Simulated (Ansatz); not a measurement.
The system is Yb.

```
CELL_PARAMETERS angstrom
3.87990 0.00000 0.00000
-1.93995 3.36009 0.00000
0.00000 0.00000 6.38590
ATOMIC_POSITIONS crystal
Yb 0.66667 0.33333 0.75000
Yb 0.33333 0.66667 0.25000
```

This isn't the form of Yb at room conditions, which is fcc.

Alike in all runs: program Ansatz 0.2.0; functional PBE; potentials or basis Ansatz PAW; cutoff 420 eV (not typed: the program's choice for these potentials); k mesh 7 × 7 × 4; occupations fermi-dirac, width 0.05 eV.

**Question.** Only the start or the spin constraint differs. Which run ends lowest in energy?
A. collinear spin, ferromagnetic start of up to 0.75 μB; fixed moment 1.5
B. collinear spin, ferromagnetic start of up to 1.25 μB; fixed moment 2.5
C. collinear spin, program default start; fixed moment 0
D. collinear spin, ferromagnetic start of up to 0.25 μB; fixed moment 0.5
E. collinear spin, ferromagnetic start of up to 0.5 μB; fixed moment 1
F. collinear spin, ferromagnetic start of up to 1 μB; fixed moment 2

**Answer.** C.

```tsv
start	free energy over the lowest (meV/atom)	net moment (μB)	site or absolute moments (μB)	gap
collinear spin, ferromagnetic start of up to 2 μB; fixed moment 4	802.9	4.00	Yb +1.26	-
collinear spin, ferromagnetic start of up to 1.25 μB; fixed moment 2.5	284.4	2.50	Yb +0.78	-
collinear spin, ferromagnetic start of up to 1.5 μB; fixed moment 3	410.6	3.00	Yb +0.93	-
collinear spin, ferromagnetic start of up to 0.5 μB; fixed moment 1	46.2	1.00	Yb +0.31	-
collinear spin, ferromagnetic start of up to 0.25 μB; fixed moment 0.5	7.4	0.50	Yb +0.14	-
collinear spin, ferromagnetic start of up to 1 μB; fixed moment 2	185.0	2.00	Yb +0.62	-
collinear spin, program default start; fixed moment 0	0.0	0.00	-	-
collinear spin, ferromagnetic start of up to 0.75 μB; fixed moment 1.5	107.7	1.50	Yb +0.46	-
```

All polarised runs hold their moment fixed, so the table maps the energy against it. A still lower state may exist.

Caveats: spin-orbit coupling is left out, which moves the levels of the heavy elements; the total moment is fixed, so each spin has its own Fermi level.
